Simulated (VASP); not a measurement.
# Ti (Fm-3m) in VASP: single point with PBE

Aim: the single point of Ti with PBE.

Program: VASP 6.6.1. These are calculated values, not measurements. Logs are shortened: lines on timing, memory, paths and dates and some standing lists are left out, and cuts for length are marked.

### Step 1. The structure

Symmetry: Fm-3m, No. 225, cubic system. Conventional cell: a = 4.060 Å, b = 4.060 Å, c = 4.060 Å, α = 90.00°, β = 90.00°, γ = 90.00°. Ti (site symmetry m-3m) is surrounded by 12 Ti at 2.87 Å.

This isn't the form of Ti at room conditions, which is hcp.

### Step 2. Single point, PBE

Input file INCAR:

```
SYSTEM = Ti
ALGO = Normal
EDIFF = 1E-6
ENCUT = 520
GGA = PE
ISIF = 2
ISMEAR = -1
LASPH = .True.
LCHARG = .True.
LELF = .True.
LREAL = .False.
LVHAR = .True.
LWAVE = .False.
NBANDS = 12
NELM = 80
PREC = Accurate
SIGMA = 0.05
```

Input file KPOINTS:

```
k-points
0
Gamma
  14 14 14
  0 0 0
```

Input file POSCAR:

```
Ti
1.0
    0.0000000000      2.0300000000      2.0300000000
    2.0300000000      0.0000000000      2.0300000000
    2.0300000000      2.0300000000      0.0000000000
Ti
1
Direct
    0.0000000000      0.0000000000      0.0000000000
```

Potentials or basis: VASP PAW PBE potentials, release 64 (Ti_sv).

Launch:

```console
$ cat potpaw_PBE.64/Ti_sv/POTCAR > POTCAR
$ mpirun -np 1 vasp_std > vasp.out
```

OUTCAR:

```text
SYSTEM = Ti
   EDIFF = 1E-6
   ENCUT = 520
   GGA = PE
   ISIF = 2
   ISMEAR = -1
   LASPH = .True.
   LREAL = .False.
   NELM = 80
   PREC = Accurate

 ion  position               nearest neighbor table
   1  0.000  0.000  0.000-

  LATTYP: Found a face centered cubic cell.
 ALAT       =     4.0600000000

  Lattice vectors:

 A1 = (   0.0000000000,   2.0300000000,   2.0300000000)
 A2 = (   2.0300000000,   0.0000000000,   2.0300000000)
 A3 = (   2.0300000000,   2.0300000000,   0.0000000000)

Analysis of symmetry for initial positions (statically):
=====================================================================
 Subroutine PRICEL returns:
 Original cell was already a primitive cell.

 Routine SETGRP: Setting up the symmetry group for a
 face centered cubic supercell.

 Subroutine GETGRP returns: Found 48 space group operations
 (whereof 48 operations were pure point group operations)
 out of a pool of 48 trial point group operations.

The static configuration has the point symmetry O_h .

Analysis of symmetry for dynamics (positions and initial velocities):
=====================================================================
 Subroutine PRICEL returns:
 Original cell was already a primitive cell.

 Routine SETGRP: Setting up the symmetry group for a
 face centered cubic supercell.

 Subroutine GETGRP returns: Found 48 space group operations
 (whereof 48 operations were pure point group operations)
 out of a pool of 48 trial point group operations.

The dynamic configuration has the point symmetry O_h .

 Subroutine INISYM returns: Found 48 space group operations
 (whereof 48 operations are pure point group operations),
 and found     1 'primitive' translations

----------------------------------------------------------------------------------------

                                     Primitive cell

  volume of cell :      16.7309

  direct lattice vectors                    reciprocal lattice vectors
     0.000000000  2.030000000  2.030000000    -0.246305419  0.246305419  0.246305419
     2.030000000  0.000000000  2.030000000     0.246305419 -0.246305419  0.246305419
     2.030000000  2.030000000  0.000000000     0.246305419  0.246305419 -0.246305419

  length of vectors
     2.870853532  2.870853532  2.870853532     0.426613499  0.426613499  0.426613499

  position of ions in fractional coordinates (direct lattice)
     0.000000000  0.000000000  0.000000000

  ion indices of the primitive-cell ions
   primitive index   ion index
                 1           1

----------------------------------------------------------------------------------------

 KPOINTS: k-points

Automatic generation of k-mesh.
 Grid dimensions read from file:
 generate k-points for:   14   14   14

 Generating k-lattice:

  Cartesian coordinates                     Fractional coordinates (reciprocal lattice)
    -0.017593244  0.017593244  0.017593244     0.071428571  0.000000000  0.000000000
     0.017593244 -0.017593244  0.017593244     0.000000000  0.071428571  0.000000000
     0.017593244  0.017593244 -0.017593244     0.000000000  0.000000000  0.071428571

  Length of vectors
     0.030472393  0.030472393  0.030472393

  Shift w.r.t. Gamma in fractional coordinates (k-lattice)
     0.000000000  0.000000000  0.000000000

 Subroutine IBZKPT returns following result:
 ===========================================

 Found    104 irreducible k-points:

 Following reciprocal coordinates:
            Coordinates               Weight
  0.000000  0.000000  0.000000      1.000000
  0.071429  0.000000  0.000000      8.000000
  0.142857  0.000000  0.000000      8.000000
  0.214286  0.000000  0.000000      8.000000
  0.285714  0.000000  0.000000      8.000000
  0.357143  0.000000  0.000000      8.000000
[... 16 lines left out ...]
  0.214286  0.142857  0.000000     24.000000
  0.285714  0.142857  0.000000     24.000000
 [... further k-points ...]
   k-points           NKPTS =    104   k-points in BZ     NKDIM =    104   number of bands    NBANDS=     12
   number of dos      NEDOS =    301   number of ions     NIONS =      1
   total plane-waves  NPLWV =  13824
   dimension x,y,z NGX =    24 NGY =   24 NGZ =   24
   dimension x,y,z NGXF=    48 NGYF=   48 NGZF=   48
   ions per type =               1
   NGX,Y,Z   is equivalent  to a cutoff of  13.90, 13.90, 13.90 a.u.
   NGXF,Y,Z  is equivalent  to a cutoff of  27.80, 27.80, 27.80 a.u.
 SYSTEM =  Ti
   PREC   = accura    normal or accurate (medium, high low for compatibility)
   ISTART =      0    job   : 0-new  1-cont  2-samecut
   ICHARG =      2    charge: 1-file 2-atom 10-const
   ISPIN  =      1    spin polarized calculation?
   LNONCOLLINEAR =      F non collinear calculations
   LSORBIT =      F    spin-orbit coupling
   LASPH  =      T    aspherical Exc in radial PAW
   ENCUT  =  520.0 eV  38.22 Ry    6.18 a.u.   5.34  5.34  5.34*2*pi/ulx,y,z
   NELM   =     80;   NELMIN=  2; NELMDL= -5     # of ELM steps
   EDIFF  = 0.1E-05   stopping-criterion for ELM
   LREAL  =      F    real-space projection
   EDIFFG = 0.1E-04   stopping-criterion for IOM
   NSW    =      0    number of steps for IOM
   IBRION =     -1    ionic relax: 0-MD 1-quasi-New 2-CG
   NFREE  =      0    steps in history (QN), initial steepest desc. (CG)
   ISIF   =      2    stress and relaxation
   ISYM   =      2    0-nonsym 1-usesym 2-fastsym
   POTIM  = 0.5000    time-step for ionic-motion
   TEBEG  =    0.0;   TEEND  =   0.0 temperature during run
   PSTRESS=    0.0 pullay stress
   NELECT =      12.0000    total number of electrons
   NUPDOWN=      -1.0000    fix difference up-down
   EMIN   =  10.00;   EMAX   =-10.00  energy-range for DOS
   EFERMI =   0.00;   METHOD = LEGACY
   ISMEAR =    -1;   SIGMA  =   0.05  broadening in eV -4-tet -1-fermi 0-gaus
   EFERMI_NEDOS =   21; number of points for ismear=-14 and -15
   IALGO  =     38    algorithm
   IMIX   =      4    mixing-type and parameters
     AMIX     =   0.40;   BMIX     =  1.00
     AMIX_MAG =   1.60;   BMIX_MAG =  1.00
  volume/ion in A,a.u.               =      16.73       112.91
  Fermi-wavevector in a.u.,A,eV,Ry     =   1.465421  2.769245 29.217967  2.147460
  Thomas-Fermi vector in A             =   2.581280
   LORBIT       =      0    0 simple, 1 ext, 2 COOP (PROOUT), +10 PAW based schemes
   GGA     = PE    functional components
   LHFCALC =     F    Hartree Fock is set to
   AEXX    =    0.0000 exact exchange contribution
   IVDW    =     0    specifies the selected vdW correction
   LEPSILON=     F    determine dielectric tensor
   LRPA    =     F    only Hartree local field effects (RPA)
 non-spin polarized calculation
  energy-cutoff  :      520.00
  volume of cell :       16.73
 maximum number of plane-waves:       464
 NGX is ok and might be reduce to    24
   NGX = 11   NGY = 11   NGZ = 11

 number of electron      12.0000002 magnetization

 Free energy of the ion-electron system (eV)
  ---------------------------------------------------
  ext. energy  EPLUGINS =         0.00000000
  ---------------------------------------------------
  free energy    TOTEN  =        -7.77629735 eV

  energy without entropy =       -7.76155731  energy(sigma->0) =       -7.76892733

 E-fermi :   8.6204     XC(G=0): -11.6759

 val. band max:        8.6182291974   @ k =   0.2857   0.0000   0.0000
 cond. band min:       8.6276266019   @ k =  -0.4286   0.2857   0.1429
 fundamental gap:      0.0093974045
 Fermi energy:         8.6203870726

 k-point     1 :       0.0000    0.0000    0.0000
  band No.  band energies     occupation
      1     -48.0248      2.00000
      2     -23.8385      2.00000
      3     -23.8385      2.00000
      4     -23.8385      2.00000
      5       2.4391      2.00000
      6       9.5207      0.00000
      7       9.5207      0.00000
      8       9.5207      0.00000
      9      11.2368      0.00000
     10      11.2368      0.00000
     11      24.0774      0.00000
     12      28.7393      0.00000

 k-point     2 :       0.0714    0.0000    0.0000
  band No.  band energies     occupation
      1     -48.0179      2.00000
      2     -23.8773      2.00000
      3     -23.8433      2.00000
      4     -23.8433      2.00000
      5       2.6101      2.00000
      6       9.4140      0.00000
      7       9.5826      0.00000
      8       9.5826      0.00000
      9      11.1964      0.00000
     10      11.1964      0.00000
     11      24.2252      0.00000
     12      27.4846      0.00000

 k-point     3 :       0.1429    0.0000    0.0000
  band No.  band energies     occupation
      1     -47.9984      2.00000
      2     -23.9852      2.00000
      3     -23.8567      2.00000
      4     -23.8567      2.00000
      5       3.1024      2.00000
      6       9.1415      0.00006
      7       9.7250      0.00000
      8       9.7250      0.00000
      9      11.1285      0.00000
     10      11.1285      0.00000
     11      24.3254      0.00000
     12      25.6367      0.00000

 k-point     4 :       0.2143    0.0000    0.0000
  band No.  band energies     occupation
      1     -47.9701      2.00000
      2     -24.1388      2.00000
      3     -23.8761      2.00000
      4     -23.8761      2.00000
      5       3.8485      2.00000
      6       8.8230      0.03417
      7       9.8097      0.00000
      8       9.8097      0.00000
      9      11.1888      0.00000
     10      11.1888      0.00000
     11      22.9217      0.00000
     12      25.0590      0.00000

 k-point     5 :       0.2857    0.0000    0.0000
  band No.  band energies     occupation
      1     -47.9385      2.00000
      2     -24.3063      2.00000
      3     -23.8974      2.00000
      4     -23.8974      2.00000
      5       4.7106      2.00000
      6       8.6182      1.02158
      7       9.7313      0.00000
      8       9.7313      0.00000
      9      11.4836      0.00000
     10      11.4836      0.00000
     11      20.9766      0.00000
     12      24.6139      0.00000
[... 228 lines left out ...]
      1     -48.0068      2.00000
      2     -23.9308      2.00000
      3     -23.8654      2.00000
      4     -23.8449      2.00000
      5       2.8882      2.00000
      6       9.2391      0.00001
      7       9.6764      0.00000
      8       9.6883      0.00000
      9      11.0284      0.00000
     10      11.2570      0.00000
     11      24.4087      0.00000
     12      26.4221      0.00000

 k-point    22 :       0.1429    0.1429    0.0000
  band No.  band energies     occupation
      1     -47.9896      2.00000
      2     -23.9811      2.00000
      3     -23.8886      2.00000
      4     -23.8886      2.00000
      5       3.3163      2.00000
      6       8.8921      0.00869
      7       9.9269      0.00000
      8       9.9269      0.00000
      9      10.6211      0.00000
     10      11.4332      0.00000
     11      24.8248      0.00000
     12      26.2857      0.00000

 k-point    23 :       0.2143    0.1429    0.0000
  band No.  band energies     occupation
      1     -47.9685      2.00000
      2     -24.0805      2.00000
      3     -23.9134      2.00000
      4     -23.9076      2.00000
      5       3.8652      2.00000
      6       8.5995      1.20615
      7       9.9848      0.00000
      8      10.1175      0.00000
      9      10.5410      0.00000
     10      11.5408      0.00000
     11      24.5044      0.00000
     12      25.2987      0.00000

 k-point    24 :       0.2857    0.1429    0.0000
  band No.  band energies     occupation
      1     -47.9409      2.00000
      2     -24.2169      2.00000
      3     -23.9378      2.00000
      4     -23.9304      2.00000
      5       4.6210      2.00000
      6       8.3320      1.99377
      7       9.6684      0.00000
      8      10.1904      0.00000
      9      10.9817      0.00000
     10      11.7562      0.00000
     11      22.5872      0.00000
     12      25.0084      0.00000

 [... further k-points ...]

------------------------ aborting loop because EDIFF is reached ----------------------------------------

  FORCE on cell =-STRESS in cart. coord.  units (eV):
  Direction    XX          YY          ZZ          XY          YZ          ZX
  --------------------------------------------------------------------------------------
  -------------------------------------------------------------------------------------
  Total        0.4311476      0.4311476      0.4311476      0.0000000      0.0000000     -0.0000000
  in kB       41.2874822     41.2874822     41.2874822      0.0000000      0.0000000     -0.0000000
  external PRESSURE =      41.2874822 kB  Pullay stress =       0.0000000 kB

 VOLUME and BASIS-vectors are now :
 -----------------------------------------------------------------------------
  energy-cutoff  :      520.00
  volume of cell :       16.73
      direct lattice vectors                 reciprocal lattice vectors
     0.000000000  2.030000000  2.030000000    -0.246305419  0.246305419  0.246305419
     2.030000000  0.000000000  2.030000000     0.246305419 -0.246305419  0.246305419
     2.030000000  2.030000000  0.000000000     0.246305419  0.246305419 -0.246305419

 POSITION                                       TOTAL-FORCE (eV/Angst)
 -----------------------------------------------------------------------------------
      0.00000      0.00000      0.00000         0.000000      0.000000      0.000000
 -----------------------------------------------------------------------------------
    total drift:                               -0.000000      0.000000     -0.000000

  FREE ENERGIE OF THE ION-ELECTRON SYSTEM (eV)
  ---------------------------------------------------
  free  energy   TOTEN  =        -7.7762973515 eV

  energy  without entropy=       -7.7615573112  energy(sigma->0) =       -7.76892733
```

Wall time 15 s (1 thread of Intel Xeon Platinum 8488C (Sapphire Rapids), shared host); peak memory 0.14 GiB.

Results:

```
Free energy            : -7.7763 eV
Pressure               : 4.1 GPa
Band gap on the k mesh : none (metal or under the smearing width)
```
